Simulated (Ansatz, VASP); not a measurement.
## One calculation of BaTiO3, two programs

The input INCAR:

```
SYSTEM = BaTiO3
  PREC = Accurate
  ENCUT = 520
  EDIFF = 1E-6
  ISMEAR = -1
  SIGMA = 0.08
  LREAL = .False.
  LASPH = .True.
  NELM = 60
  ALGO = Normal
  ISIF = 2
  LWAVE = .False.
  LCHARG = .True.
  GGA = PE
  LELF = .True.
  LVHAR = .True.
  NBANDS = 28
```

The input KPOINTS:

```
Automatic mesh
0
Gamma
  7 7 7
  0 0 0
```

Contents of POSCAR:

```
BaTiO3
1.0
    3.9998000000      0.0000000000      0.0000000000
    0.0000000000      3.9998000000      0.0000000000
    0.0000000000      0.0000000000      3.9778200000
Ba Ti O
1 1 3
Direct
    0.0000000000      0.0000000000      0.0000000000
    0.5000000000      0.5000000000      0.4820000000
    0.5000000000      0.5000000000      0.0160000000
    0.5000000000      0.0000000000      0.5150000000
    0.0000000000      0.5000000000      0.5150000000
```

Input for Ansatz:

```yaml
crystal:
  lattice:
    - [3.9998, 0.0, 0.0]
    - [0.0, 3.9998, 0.0]
    - [0.0, 0.0, 3.97782]
  atoms:
    - { symbol: Ba, position: [0.0, 0.0, 0.0] }
    - { symbol: Ti, position: [0.5, 0.5, 0.482] }
    - { symbol: O, position: [0.5, 0.5, 0.016] }
    - { symbol: O, position: [0.5, 0.0, 0.515] }
    - { symbol: O, position: [0.0, 0.5, 0.515] }
kpoints:
  mp_grid: { grid: [7, 7, 7] }
  band_path:
    path:
      - [0.0, 0.0, 0.0]
      - [0.0, 0.5, 0.0]
      - [0.5, 0.5, 0.0]
      - [0.0, 0.0, 0.0]
      - [0.0, 0.0, 0.5]
      - [0.0, 0.5, 0.5]
      - [0.5, 0.5, 0.5]
      - [0.0, 0.0, 0.5]
      - [0.0, 0.5, 0.0]
    npoints: 5
scf:
  occupations: { method: fermi_dirac, width: 0.08 }
hamiltonian:
  xc: pbe
  pseudopotentials: { kind: all_electron, lapw: { basis_error: 0.001 } }
output:
  forces: true
  stress: true
  eigenvalues: true
```

Change from the starting cell: zz strain of -1 %.

Alike in both runs: task single point; functional PBE; k mesh 7 × 7 × 7; occupations fermi-dirac, width 0.08 eV; no spin polarisation.

```csv
,VASP,Ansatz
version,VASP 6.6.1,Ansatz 0.2.0
potentials or method,"VASP PAW PBE potentials, release 64 (Ba_sv, Ti_sv, O)","all-electron LAPW, scalar-relativistic"
plane-wave cutoff (eV),520,see its input
```

VASP gave:

```
pressure (GPa)                                  : 6.3
largest component of the traceless stress (GPa) : 2.53
rms of the force components (eV/Å)              : 0.092
```

Question: Which values does Ansatz return?

Answer: Pressure (GPa): 4.5; largest component of the traceless stress (GPa): 2.41; rms of the force components (eV/Å): 0.088.

Atom by atom the forces differ by 0.021 eV/Å (rms over components). Ansatz ran all-electron here, so the differences hold the error of VASP's frozen core and of both bases.

Caveats: spin-orbit coupling is left out, which moves the levels of the heavy elements; an odd mesh through Γ misses points on the zone boundary, where band edges often lie.
